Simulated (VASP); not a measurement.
# MoS2 (P6_3/mmc) in VASP: further runs

Runs on MoS2. Level: r2SCAN. Tasks: single point.

All numbers are computed with VASP 6.6.1; they aren't measurements. Logs are shortened: lines on timing, memory, paths and dates and some standing lists are left out, and cuts for length are marked.

**The experiment to reproduce.**

“Multiwavelength excitation Raman Scattering Analysis of bulk and 2 dimensional MoS2: Vibrational properties of atomically thin MoS2 layers”, 2015, arxiv:1506.03228 reports, for a bulk crystal of MoS2 at 300 K: band gap 1.3 eV (indirect).

The runs below are set against these values where they give the same quantity.

**1. The crystal as given**

Symmetry: P6_3/mmc, No. 194, hexagonal system. The conventional cell has a = 3.213 Å, b = 3.213 Å, c = 12.495 Å, α = 90.00°, β = 90.00°, γ = 120.00°. Mo (site symmetry -6m2) is surrounded by 6 S at 2.44 Å. Around S (site symmetry 3m) lie 3 Mo at 2.44 Å.

**2. Single point, r2SCAN**

POSCAR reads:

```
MoS2
1.0
    3.2129631700      0.0000000000      0.0000000000
   -1.6064815800      2.7825031600      0.0000000000
    0.0000000000      0.0000000000     12.4949694200
Mo S
2 4
Direct
    0.3333000000      0.6667000000      0.2500000000
    0.6666000000      0.3333000000      0.7500000000
    0.3333000000      0.6667000000      0.6230000000
    0.6666000000      0.3333000000      0.1230000000
    0.3333000000      0.6667000000      0.8770000000
    0.6667000000      0.3334000000      0.3770000000
```

INCAR.step1 reads:

```
PREC = Accurate
ENCUT = 520
ISMEAR = -1
SIGMA = 0.1
LREAL = False
LASPH = True
NELM = 100
NBANDS = 35
GGA = PE
ALGO = Normal
EDIFF = 1E-4
LWAVE = True
LCHARG = False
```

INCAR.step2 reads:

```
PREC = Accurate
ENCUT = 520
EDIFF = 1E-6
ISMEAR = -1
SIGMA = 0.1
LREAL = False
LASPH = True
NELM = 100
ALGO = Normal
ISIF = 2
LWAVE = False
LCHARG = True
METAGGA = R2SCAN
LMIXTAU = True
LELF = True
LVHAR = True
NBANDS = 35
ISTART = 1
```

KPOINTS reads:

```
Automatic mesh
0
Gamma
  6 6 2
```

Potentials or basis: VASP PAW PBE potentials, release 64 (Mo_sv, S).

Command:

```console
cat potpaw_PBE.64/Mo_sv/POTCAR potpaw_PBE.64/S/POTCAR > POTCAR
cp INCAR.step1 INCAR
mpirun -np 1 vasp_std > vasp.out
cp INCAR.step2 INCAR
mpirun -np 1 vasp_std > vasp.out
```

OUTCAR:

```text
PREC = Accurate
   ENCUT = 520
   EDIFF = 1E-6
   ISMEAR = -1
   LREAL = False
   LASPH = True
   NELM = 100
   ISIF = 2
   METAGGA = R2SCAN
   ISTART = 1

 ion  position               nearest neighbor table
   1  0.333  0.667  0.250-   4 2.44   6 2.44   6 2.44   4 2.44   6 2.44   4 2.44
   2  0.667  0.333  0.750-   3 2.44   5 2.44   3 2.44   5 2.44   3 2.44   5 2.44
   3  0.333  0.667  0.623-   2 2.44   2 2.44   2 2.44
   4  0.667  0.333  0.123-   1 2.44   1 2.44   1 2.44
   5  0.333  0.667  0.877-   2 2.44   2 2.44   2 2.44
   6  0.667  0.333  0.377-   1 2.44   1 2.44   1 2.44

  LATTYP: Found a hexagonal cell.
 ALAT       =     3.2129631700
 C/A-ratio  =     3.8889239493

  Lattice vectors:

 A1 = (   3.2129631700,   0.0000000000,   0.0000000000)
 A2 = (  -1.6064815800,   2.7825031600,   0.0000000000)
 A3 = (   0.0000000000,   0.0000000000,  12.4949694200)

Analysis of symmetry for initial positions (statically):
=====================================================================
 Subroutine PRICEL returns:
 Original cell was already a primitive cell.

 Routine SETGRP: Setting up the symmetry group for a
 hexagonal supercell.

 Subroutine GETGRP returns: Found  1 space group operations
 (whereof  1 operations were pure point group operations)
 out of a pool of 24 trial point group operations.

The static configuration has the point symmetry C_1 .

Analysis of symmetry for dynamics (positions and initial velocities):
=====================================================================
 Subroutine PRICEL returns:
 Original cell was already a primitive cell.

 Routine SETGRP: Setting up the symmetry group for a
 hexagonal supercell.

 Subroutine GETGRP returns: Found  1 space group operations
 (whereof  1 operations were pure point group operations)
 out of a pool of 24 trial point group operations.

The dynamic configuration has the point symmetry C_1 .

 Subroutine INISYM returns: Found  1 space group operations
 (whereof  1 operations are pure point group operations),
 and found     1 'primitive' translations

----------------------------------------------------------------------------------------

                                     Primitive cell

  volume of cell :     111.7060

  direct lattice vectors                    reciprocal lattice vectors
     3.212963170  0.000000000  0.000000000     0.311239173  0.179694315  0.000000000
    -1.606481580  2.782503160  0.000000000     0.000000000  0.359388630  0.000000000
     0.000000000  0.000000000 12.494969420     0.000000000  0.000000000  0.080032209

  length of vectors
     3.212963170  3.212959213 12.494969420     0.359388188  0.359388630  0.080032209
[... 88 lines left out ...]
   NELM   =    100;   NELMIN=  2; NELMDL=  0     # of ELM steps
   EDIFF  = 0.1E-05   stopping-criterion for ELM
   LREAL  =      F    real-space projection
[... 7 lines left out ...]
   TEBEG  =    0.0;   TEEND  =   0.0 temperature during run
   PSTRESS=    0.0 pullay stress
   NELECT =      52.0000    total number of electrons
   NUPDOWN=      -1.0000    fix difference up-down
   EMIN   =  10.00;   EMAX   =-10.00  energy-range for DOS
   EFERMI =   0.00;   METHOD = LEGACY
   ISMEAR =    -1;   SIGMA  =   0.10  broadening in eV -4-tet -1-fermi 0-gaus
   EFERMI_NEDOS =   21; number of points for ismear=-14 and -15
   IALGO  =     38    algorithm
   IMIX   =      4    mixing-type and parameters
     AMIX     =   0.40;   BMIX     =  1.00
     AMIX_MAG =   1.60;   BMIX_MAG =  1.00
  volume/ion in A,a.u.               =      18.62       125.64
  Fermi-wavevector in a.u.,A,eV,Ry     =   1.268772  2.397632 21.902435  1.609784
  Thomas-Fermi vector in A             =   2.401849
   LORBIT       =      0    0 simple, 1 ext, 2 COOP (PROOUT), +10 PAW based schemes
   METAGGA = R2SCAN    functional components
   LHFCALC =     F    Hartree Fock is set to
   AEXX    =    0.0000 exact exchange contribution
   IVDW    =     0    specifies the selected vdW correction
   LEPSILON=     F    determine dielectric tensor
   LRPA    =     F    only Hartree local field effects (RPA)
 non-spin polarized calculation
  energy-cutoff  :      520.00
  volume of cell :      111.71
 maximum number of plane-waves:      3054
   NGX = 11   NGY = 11   NGZ = 47

 number of electron      51.9999999 magnetization

 Free energy of the ion-electron system (eV)
  ---------------------------------------------------
  ext. energy  EPLUGINS =         0.00000000
  ---------------------------------------------------
  free energy    TOTEN  =       -89.97966060 eV

  energy without entropy =      -89.97888845  energy(sigma->0) =      -89.97927452

 E-fermi :   7.2156     XC(G=0): -11.2808

 val. band max:        6.8134971283   @ k =   0.0000   0.0000   0.0000
 cond. band min:       7.8370091514   @ k =  -0.3333   0.1667   0.0000
 fundamental gap:      1.0235120231
 Fermi energy:         7.2156432701

 k-point     1 :       0.0000    0.0000    0.0000
  band No.  band energies     occupation
      1     -56.6718      2.00000
      2     -56.6717      2.00000
      3     -30.0537      2.00000
      4     -30.0536      2.00000
      5     -29.8686      2.00000
      6     -29.8686      2.00000
[... 901 lines left out ...]
     34       9.5923      0.00000
     35      14.3421      0.00000

 [... further k-points ...]

------------------------ aborting loop because EDIFF is reached ----------------------------------------

  FORCE on cell =-STRESS in cart. coord.  units (eV):
  Direction    XX          YY          ZZ          XY          YZ          ZX
  --------------------------------------------------------------------------------------
  -------------------------------------------------------------------------------------
  Total       -3.1226461     -3.1207606     -4.3959795      0.0002271     -0.0035356     -0.0020401
  in kB      -44.7874917    -44.7604479    -63.0506588      0.0032579     -0.0507108     -0.0292604
  external PRESSURE =     -50.8661994 kB  Pullay stress =       0.0000000 kB

 VOLUME and BASIS-vectors are now :
 -----------------------------------------------------------------------------
  energy-cutoff  :      520.00
  volume of cell :      111.71
      direct lattice vectors                 reciprocal lattice vectors
     3.212963170  0.000000000  0.000000000     0.311239173  0.179694315  0.000000000
    -1.606481580  2.782503160  0.000000000     0.000000000  0.359388630  0.000000000
     0.000000000  0.000000000 12.494969420     0.000000000  0.000000000  0.080032209

 POSITION                                       TOTAL-FORCE (eV/Angst)
 -----------------------------------------------------------------------------------
     -0.00016      1.85509      3.12374         0.001456     -0.000851      0.000001
      1.60632      0.92741      9.37123         0.000001      0.003376     -0.000001
     -0.00016      1.85509      7.78437         0.000011     -0.001669      0.857661
      1.60632      0.92741      1.53688        -0.000059      0.001582      0.857646
     -0.00016      1.85509     10.95809        -0.000004     -0.001692     -0.857655
      1.60648      0.92769      4.71060        -0.001405     -0.000745     -0.857652
 -----------------------------------------------------------------------------------
    total drift:                                0.000003      0.000003     -0.000000

  FREE ENERGIE OF THE ION-ELECTRON SYSTEM (eV)
  ---------------------------------------------------
  free  energy   TOTEN  =       -89.9796605967 eV

  energy  without entropy=      -89.9788884466  energy(sigma->0) =      -89.97927452
```

OSZICAR.step1:

```text
N       E                     dE             d eps       ncg     rms          rms(c)
DAV:   1     0.435505357616E+03    0.43551E+03   -0.29211E+04  3088   0.140E+03
DAV:   2    -0.233870089234E+02   -0.45889E+03   -0.44318E+03  3335   0.360E+02
DAV:   3    -0.462654149024E+02   -0.22878E+02   -0.22401E+02  3439   0.732E+01
DAV:   4    -0.467287788373E+02   -0.46336E+00   -0.46206E+00  3362   0.104E+01
DAV:   5    -0.467374753623E+02   -0.86965E-02   -0.86952E-02  3337   0.146E+00    0.309E+01
DAV:   6    -0.445828110744E+02    0.21547E+01   -0.13959E+01  3059   0.236E+01    0.125E+01
DAV:   7    -0.439828223080E+02    0.59999E+00   -0.64154E+00  3001   0.158E+01    0.754E+00
DAV:   8    -0.435835962011E+02    0.39923E+00   -0.91088E-01  2995   0.634E+00    0.286E+00
DAV:   9    -0.435937527187E+02   -0.10157E-01   -0.11396E-01  3260   0.169E+00    0.123E+00
DAV:  10    -0.435842919452E+02    0.94608E-02   -0.34996E-02  3047   0.128E+00    0.429E-01
DAV:  11    -0.435844468348E+02   -0.15489E-03   -0.22315E-03  3041   0.249E-01    0.251E-01
DAV:  12    -0.435842488084E+02    0.19803E-03   -0.51056E-04  2770   0.130E-01    0.108E-01
DAV:  13    -0.435842375036E+02    0.11305E-04   -0.17196E-04  1629   0.736E-02
   1 F= -.43584238E+02 E0= -.43583666E+02  d E =-.114347E-02
```

It took 4.5 min on 1 thread of Intel Xeon Platinum 8488C (Sapphire Rapids), shared host; peak memory 0.3 GiB.

Results:

- Free energy: -89.9797 eV
- Pressure: -5.1 GPa
- Largest force: 0.858 eV/Å
- Band gap on the k mesh: 1.02 eV, indirect (least direct gap 1.67 eV)

Forces on the atoms (eV/Å):
```
Mo   0.001 -0.001  0.000
Mo   0.000  0.003  0.000
S    0.000 -0.002  0.858
S    0.000  0.002  0.858
S    0.000 -0.002 -0.858
S   -0.001 -0.001 -0.858
```

Levels at points of the mesh, in eV from the valence-band top:
| k point | band 22 | band 23 | band 24 | band 25 | band 26 | band 27 | band 28 | band 29 | band 30 | band 31 |
| --- | --- | --- | --- | --- | --- | --- | --- | --- | --- | --- |
| (0.00, 0.00, 0.00) | -2.14 | -2.14 | -1.26 | -1.03 | 0.00 | 2.19 | 2.19 | 2.22 | 2.22 | 2.29 |
| (0.50, 0.00, 0.00) | -2.54 | -1.80 | -1.61 | -1.34 | -1.22 | 1.65 | 1.70 | 2.04 | 2.27 | 3.05 |
| (0.00, 0.50, 0.00) | -2.54 | -1.80 | -1.61 | -1.34 | -1.22 | 1.65 | 1.70 | 2.04 | 2.27 | 3.05 |
| (0.50, 0.50, 0.00) | -2.54 | -1.80 | -1.61 | -1.34 | -1.22 | 1.65 | 1.70 | 2.04 | 2.27 | 3.05 |
| (0.00, 0.00, 0.50) | -2.16 | -2.16 | -2.16 | -0.26 | -0.26 | 2.19 | 2.19 | 2.19 | 2.19 | 2.38 |
| (0.50, 0.00, 0.50) | -2.67 | -1.70 | -1.70 | -1.27 | -1.27 | 1.67 | 1.67 | 2.17 | 2.17 | 3.41 |
| (0.00, 0.50, 0.50) | -2.67 | -1.70 | -1.70 | -1.27 | -1.27 | 1.67 | 1.67 | 2.17 | 2.17 | 3.41 |
| (0.50, 0.50, 0.50) | -2.67 | -1.70 | -1.70 | -1.27 | -1.27 | 1.67 | 1.67 | 2.17 | 2.17 | 3.41 |

Caveat: the PAW data sets were made with another functional, which shifts forces and pressure a little.

**3. Single point, r2SCAN**

POSCAR is that of step 2.

INCAR.step1 reads:

```
SYSTEM = MoS2
ALGO     = Normal         ! electronic algorithm
EDIFF    = 1E-4           ! SCF threshold, eV
ENCUT    = 520            ! plane-wave cutoff, eV
GGA      = PE             ! functional
ISMEAR   = -5             ! smearing method
LASPH    = .True.         ! aspherical terms in the spheres
LCHARG   = .False.        ! write CHGCAR
LREAL    = .False.        ! projectors in reciprocal space
LWAVE    = .True.         ! write WAVECAR
NBANDS   = 35             ! bands
NELM     = 100            ! most SCF steps
PREC     = Accurate       ! precision mode
SIGMA    = 0.1            ! smearing width, eV
```

INCAR.step2 reads:

```
SYSTEM = MoS2
ALGO     = Normal         ! electronic algorithm
EDIFF    = 1E-6           ! SCF threshold, eV
ENCUT    = 520            ! plane-wave cutoff, eV
ISIF     = 2              ! what is computed and relaxed
ISMEAR   = -5             ! smearing method
ISTART   = 1            
LASPH    = .True.         ! aspherical terms in the spheres
LCHARG   = .False.        ! write CHGCAR
LMIXTAU  = .True.       
LREAL    = .False.        ! projectors in reciprocal space
LWAVE    = .False.        ! write WAVECAR
METAGGA  = R2SCAN         ! meta-GGA
NBANDS   = 35             ! bands
NELM     = 100            ! most SCF steps
PREC     = Accurate       ! precision mode
SIGMA    = 0.1            ! smearing width, eV
```

KPOINTS reads:

```
k-points
0
Gamma
  6 6 2
  0 0 0
```

Potentials or basis: VASP PAW PBE potentials, release 64 (Mo_sv, S).

Command:

```console
cat potpaw_PBE.64/Mo_sv/POTCAR potpaw_PBE.64/S/POTCAR > POTCAR
cp INCAR.step1 INCAR
mpirun -np 1 vasp_std > vasp.out
cp INCAR.step2 INCAR
mpirun -np 1 vasp_std > vasp.out
```

It took 4.6 min on 1 thread of Intel Xeon Platinum 8488C (Sapphire Rapids), shared host; peak memory 0.31 GiB.

It converged, with:

```
Free energy            : -89.9795 eV
Pressure               : -5.1 GPa
Largest force          : 0.857 eV/Å
Band gap on the k mesh : 1.02 eV, indirect (least direct gap 1.67 eV)
```

Forces in eV/Å, atoms in the order of the input:
```
Mo   0.001 -0.001  0.000
Mo   0.000  0.003  0.000
S    0.000 -0.002  0.857
S    0.000  0.002  0.857
S    0.000 -0.002 -0.857
S   -0.001 -0.001 -0.857
```

Stress tensor (GPa, compression positive):
```
-4.48  0.00  0.00
 0.00 -4.48 -0.01
 0.00 -0.01 -6.30
```

Levels at points of the mesh, in eV from the valence-band top:
| k point | band 23 | band 24 | band 25 | band 26 | band 27 | band 28 | band 29 | band 30 |
| --- | --- | --- | --- | --- | --- | --- | --- | --- |
| (0.00, 0.00, 0.00) | -2.14 | -1.26 | -1.03 | 0.00 | 2.19 | 2.19 | 2.22 | 2.22 |
| (0.50, 0.00, 0.00) | -1.80 | -1.61 | -1.34 | -1.22 | 1.65 | 1.70 | 2.04 | 2.27 |
| (0.00, 0.50, 0.00) | -1.80 | -1.61 | -1.34 | -1.22 | 1.65 | 1.70 | 2.04 | 2.27 |
| (0.50, 0.50, 0.00) | -1.80 | -1.61 | -1.34 | -1.22 | 1.65 | 1.70 | 2.04 | 2.27 |
| (0.00, 0.00, 0.50) | -2.16 | -2.16 | -0.26 | -0.26 | 2.19 | 2.19 | 2.19 | 2.19 |
| (0.50, 0.00, 0.50) | -1.70 | -1.70 | -1.27 | -1.27 | 1.67 | 1.67 | 2.17 | 2.17 |
| (0.00, 0.50, 0.50) | -1.70 | -1.70 | -1.27 | -1.27 | 1.67 | 1.67 | 2.17 | 2.17 |
| (0.50, 0.50, 0.50) | -1.70 | -1.70 | -1.27 | -1.27 | 1.67 | 1.67 | 2.17 | 2.17 |

Caveat: the PAW data sets were made with another functional, which shifts forces and pressure a little.

**4. Against experiment**

Step 2. Against the measured gap of MoS2, 1.3 eV (indirect; 300 K; “Multiwavelength excitation Raman Scattering Analysis of bulk and 2 dimensional MoS2: Vibrational properties of atomically thin MoS2 layers”, 2015, arxiv:1506.03228), the calculated 1.02 eV is off by -0.28 eV. Spin-orbit coupling on Mo is left out. The value is that of r2SCAN on a finite k mesh, which can miss the band edges, without temperature or zero-point motion.

Step 3. A measured gap of MoS2 is 1.3 eV (indirect; 300 K; “Multiwavelength excitation Raman Scattering Analysis of bulk and 2 dimensional MoS2: Vibrational properties of atomically thin MoS2 layers”, 2015, arxiv:1506.03228); the calculated 1.02 eV misses it by -0.28 eV. Spin-orbit coupling on Mo is left out. The value is that of r2SCAN on a finite k mesh, which can miss the band edges, without temperature or zero-point motion.
